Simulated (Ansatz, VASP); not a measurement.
**One calculation of HfS4, two programs**

```
CELL_PARAMETERS angstrom
4.73616 0.00000 0.00000
0.00000 4.73616 0.00000
0.00000 0.00000 5.26889
ATOMIC_POSITIONS crystal
Hf 0.00000 0.00000 0.00000
S 0.00000 0.50000 0.30475
S 0.50000 0.00000 0.30475
S 0.00000 0.50000 0.69525
S 0.50000 0.00000 0.69525
```

Alike in both runs: task single point; functional PBE; k mesh 4 × 4 × 4; occupations gaussian, width 0.1 eV; no spin polarisation.

```csv
,VASP,Ansatz
version,VASP 6.6.1,Ansatz 0.2.0
potentials or method,"VASP PAW PBE potentials, release 64 (Hf_pv, S)","scalar-relativistic, plane waves, PAW"
plane-wave cutoff (eV),520,420
valence electrons in the cell,34,50
```

```tsv
	VASP	Ansatz	Ansatz less VASP
gap on the k mesh at the Fermi level (eV)	none	none	-
pressure (GPa)	-8.5	-8.0	+0.49
largest component of the traceless stress (GPa)	3.44	2.94	-0.494
rms of the force components (eV/Å)	0.831	0.888	+0.0565
```

Atom by atom the forces differ by 0.057 eV/Å (rms over components). A gap of «none» marks a metal or a gap that the smearing closes. The functional is the same, so the differences come from potentials, cutoffs and numerics. The two sets of potentials don't hold the same shells in valence.

Caveats: forces of over 1 eV/Å show positions far from the minimum, so gaps and moduli don't describe the material at rest. The runs have no spin-orbit coupling, so splittings on Hf are missing.
